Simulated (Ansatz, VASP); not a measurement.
**One calculation of P, two programs**

INCAR

```
SYSTEM = P
  PREC = Accurate
  ENCUT = 520
  EDIFF = 1E-6
  ISMEAR = -1
  SIGMA = 0.1
  LREAL = .False.
  LASPH = .True.
  NELM = 100
  ALGO = Normal
  ISIF = 2
  LWAVE = .False.
  LCHARG = .False.
  GGA = CA
  NBANDS = 12
```

Contents of KPOINTS:

```
regular mesh
0
Gamma
  12 12 12
  0 0 0
```

The input POSCAR:

```
P
1.0
    0.0000000000      2.5245408799      2.5245408799
    2.5245408799      0.0000000000      2.5245408799
    2.5245408799      2.5245408799      0.0000000000
P
2
Direct
   -0.1250000000     -0.1250000000     -0.1250000000
    0.1250000000      0.1250000000      0.1250000000
```

Input for Ansatz:

```yaml
crystal:
  lattice:
    - [0.0, 2.5245408799, 2.5245408799]
    - [2.5245408799, 0.0, 2.5245408799]
    - [2.5245408799, 2.5245408799, 0.0]
  atoms:
    - { symbol: P, position: [-0.125, -0.125, -0.125] }
    - { symbol: P, position: [0.125, 0.125, 0.125] }
kpoints:
  mp_grid: { grid: [12, 12, 12] }
scf:
  occupations: { method: fermi_dirac, width: 0.1 }
hamiltonian:
  xc: lda
  pseudopotentials: { kind: all_electron, lapw: { basis_error: 0.001 } }
output:
  forces: true
  stress: true
  eigenvalues: true
  populations: true
```

Change from the starting cell: volume scaled by 0.84, LAPW.

Alike in both runs: task single point; functional LDA; k mesh 12 × 12 × 12; occupations fermi-dirac, width 0.1 eV; no spin polarisation.

|  | VASP | Ansatz |
| --- | --- | --- |
| version | VASP 6.6.1 | Ansatz 0.2.0 |
| potentials or method | VASP PAW LDA potentials, release 64 (P) | all-electron LAPW, scalar-relativistic |
| plane-wave cutoff (eV) | 520 | see its input |

Ansatz gave:

```
pressure (GPa) : 12.3
```

Estimate VASP's values.

pressure (GPa): 12.0.

Ansatz ran all-electron here, so the differences hold the error of VASP's frozen core and of both bases.
